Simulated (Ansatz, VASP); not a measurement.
Rh in VASP and in Ansatz

POSCAR

```
Rh
1.0
    0.0000000000      1.9008071574      1.9008071574
    1.9008071574      0.0000000000      1.9008071574
    1.9008071574      1.9008071574      0.0000000000
Rh
1
Direct
    0.0000000000      0.0000000000      0.0000000000
```

The input INCAR.step1:

```
SYSTEM = Rh
ALGO     = Normal         ! electronic algorithm
EDIFF    = 1E-4           ! SCF threshold, eV
ENCUT    = 520            ! plane-wave cutoff, eV
GGA      = PE             ! functional
ISMEAR   = 0              ! smearing method
LASPH    = .TRUE.         ! aspherical terms in the spheres
LCHARG   = .FALSE.        ! write CHGCAR
LREAL    = .FALSE.        ! projectors in reciprocal space
LWAVE    = .TRUE.         ! write WAVECAR
NBANDS   = 14             ! bands
NELM     = 60             ! most SCF steps
PREC     = Accurate       ! precision mode
SIGMA    = 0.2            ! smearing width, eV
```

INCAR.step2

```
SYSTEM = Rh
ALGO     = Normal         ! electronic algorithm
EDIFF    = 1E-6           ! SCF threshold, eV
ENCUT    = 520            ! plane-wave cutoff, eV
ISIF     = 2              ! what is computed and relaxed
ISMEAR   = 0              ! smearing method
ISTART   = 1            
LASPH    = .TRUE.         ! aspherical terms in the spheres
LCHARG   = .FALSE.        ! write CHGCAR
LMIXTAU  = .TRUE.       
LREAL    = .FALSE.        ! projectors in reciprocal space
LWAVE    = .FALSE.        ! write WAVECAR
METAGGA  = R2SCAN         ! meta-GGA
NBANDS   = 14             ! bands
NELM     = 60             ! most SCF steps
PREC     = Accurate       ! precision mode
SIGMA    = 0.2            ! smearing width, eV
```

File KPOINTS:

```
k-points
0
G
  14 14 14
  0 0 0
```

Input for Ansatz:

```yaml
crystal:
  lattice:
    - [0.0, 1.9008071574, 1.9008071574]
    - [1.9008071574, 0.0, 1.9008071574]
    - [1.9008071574, 1.9008071574, 0.0]
  atoms:
    - { symbol: Rh, position: [0.0, 0.0, 0.0] }
hamiltonian:
  xc: r2scan
  pseudopotentials:
    kind: paw
    azcp:
      Rh: "pseudopotentials/Rh.paw.azcp"
basis:
  ecutwfc: 500
  fft_grid_basis: typed
kpoints:
  mp_grid: { grid: [14, 14, 14], shift: [0, 0, 0] }
magnetization:
  spin_polarized: false
scf:
  occupations: { method: gaussian, width: 0.2 }
  lower_state_search: "off"
output:
  stress: true
  write_density: true
  write_potential: true
  elf: true
  volumetric_format: npy
```

Alike in both runs: task single point; functional r2SCAN; k mesh 14 × 14 × 14; occupations gaussian, width 0.2 eV; no spin polarisation.

|  | VASP | Ansatz |
| --- | --- | --- |
| version | VASP 6.6.1 | Ansatz 0.2.0 |
| potentials or method | VASP PAW PBE potentials, release 64 (Rh_pv) | plane waves (500 eV) with PAW, scalar-relativistic |
| plane-wave cutoff (eV) | 520 | 500 |
| valence electrons in the cell | 15 | 17 |

VASP gave:

```
pressure (GPa) : 1.0
```

**Question.** Which values does Ansatz return?

**Answer.** Pressure (GPa): -0.2.

The two sets of potentials don't hold the same shells in valence.

Caveats: the PAW data sets were made with another functional, which shifts forces and pressure a little (VASP).
